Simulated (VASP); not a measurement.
InSe under changes of volume

One of the cells (29.822 Å³/atom); the others are scaled copies at fixed shape and fractional positions:

```
In Se
1.0
     2.01325    1.16235    8.49590
    -2.01325    1.16235    8.49590
     0.00000   -2.32470    8.49590
In Se
2 2
Direct
  0.88860 0.88860 0.88860
  0.00000 0.00000 0.00000
  0.17190 0.17190 0.17190
  0.38350 0.38350 0.38350
```

| Quantity | Value |
| --- | --- |
| Program | VASP 6.6.1 |
| Functional | PBEsol |
| Potentials or basis | VASP PAW PBE potentials, release 64 (In_d, Se) |
| Cutoff | 520 eV |
| k mesh | 8 × 8 × 8 |
| Occupations | fermi-dirac, width 0.05 eV |
| Spin | no spin polarisation |

```csv
volume (Å³/atom),energy over the lowest point (meV/atom),pressure (GPa),gap on the mesh (eV),largest force (eV/Å)
27.483,?,?,?,?
28.068,9.23,2.5,0.44,0.497
28.652,2.09,1.3,0.38,0.405
29.822,0.00,-0.7,0.28,0.239
30.406,4.19,-1.6,0.24,0.194
30.991,11.37,-2.4,0.19,0.321
```

Q: What does the run at 27.483 Å³/atom give?

A: Energy over the lowest point 21.11 meV/atom; pressure 3.9 GPa; gap on the mesh 0.50 eV; largest force 0.623 eV/Å.

Worked out: A Birch-Murnaghan fit of order 3 (a polynomial in V^(-2/3)) to the other rows has its minimum at 29.39 Å³/atom with B0 = V·E''(V) = 50 GPa and B' = 4.8 at fixed shape and positions, which overstates the stiffness. It gives 21.13 meV/atom at 27.483 Å³/atom, against the run's 21.11, and -dE/dV = 4.0 GPa, against 3.9. A straight line through the other rows of the gap, of slope -2.49 eV per unit of ln V (its deformation potential), extrapolates to 0.49 eV, against the run's 0.50.

Energies are extrapolated to zero smearing.

Caveats: the PAW data sets were made with another functional, which shifts forces and pressure a little; spin-orbit coupling is left out, which moves the levels of the heavy elements.

A mesh can miss the band edges.
